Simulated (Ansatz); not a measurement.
ZrS₂ in the CdI2 structure, relaxed with r2SCAN+rVV10, was run in Ansatz 0.2.0 under altered settings. All numbers are computed, without spin polarisation but where a row says otherwise.

```
Zr S
1.0
     3.67440    0.00000    0.00000
    -1.83720    3.18212    0.00000
     0.00000    0.00000    5.85686
Zr S
1 2
Direct
  0.00000 0.00000 0.00000
  0.33333 0.66667 0.24623
  0.66667 0.33333 0.75377
```

The base run's other keys:
```yaml
kpoints:
  mp_grid: { grid: [6, 6, 2] }
hamiltonian:
  xc: hse06
scf:
  occupations: { method: fixed }
  n_extra_bands: 4
```

It takes 16 iterations with 1339 plane waves at 420 eV and 14 k points, and leaves a mean stress of +0.14 GPa. The gap over this mesh is 1.680 eV. It ran on 4 threads of Arm Neoverse N1, with other jobs on the host.

Outcomes, with energy and stress as changes against the base:
```csv
setting,outcome,ΔF (meV/atom),Δ mean stress (GPa),gap on the mesh (eV),iterations,wall time
"PBE hybrid, exx coeff 0.1, omega 0.3 1/Å",converged,–,+0.8,1.113,14,18 s
"PBE hybrid, exx coeff 0.05, omega 0.3 1/Å",converged,–,+1.0,0.994,13,17 s
"PBE hybrid, exx coeff 0.3, omega 0.2078 1/Å",converged,–,-0.2,1.855,17,19 s
"PBE hybrid, exx coeff 0.1, omega 0.2078 1/Å",converged,–,+0.7,1.184,14,17 s
scf.occupations: fermi_dirac 0.05,converged,0.0,0.0,1.680,16,18 s
```
A dash marks a value that wasn't obtained or can't be compared. Stress is positive in compression. The base took 17 s. The base's mesh is coarse for a hybrid, so its own values aren't converged.

- PBE hybrid, exx coeff 0.1, omega 0.3 1/Å. That is 10 % exact exchange, screened with ω = 0.3 1/Å, against HSE06's 25 % screened at 0.208 1/Å. The mean stress moves by +0.8 GPa and the gap on the mesh by -0.567 eV (to 1.113). Totals of different functionals aren't comparable.
- PBE hybrid, exx coeff 0.05, omega 0.3 1/Å. That is 5 % exact exchange, screened with ω = 0.3 1/Å, against HSE06's 25 % screened at 0.208 1/Å. The mean stress moves by +1.0 GPa and the gap on the mesh by -0.686 eV (to 0.994). Totals of different functionals aren't comparable.
- PBE hybrid, exx coeff 0.3, omega 0.2078 1/Å. That is 30 % exact exchange, screened with ω = 0.2078 1/Å, against HSE06's 25 % screened at 0.208 1/Å. The mean stress moves by -0.2 GPa and the gap on the mesh by +0.175 eV (to 1.855). Totals of different functionals aren't comparable.
- PBE hybrid, exx coeff 0.1, omega 0.2078 1/Å. That is 10 % exact exchange, screened with ω = 0.2078 1/Å, against HSE06's 25 % screened at 0.208 1/Å. The mean stress moves by +0.7 GPa and the gap on the mesh by -0.496 eV (to 1.184). Totals of different functionals aren't comparable.

Within 1 meV an atom, 0.1 GPa and 0.005 eV of the base stay: scf.occupations: fermi_dirac 0.05.

The stress of a hybrid is loosely converged in these runs.

The meshes of the hybrids are coarse, so their gaps aren't converged to the digits shown.
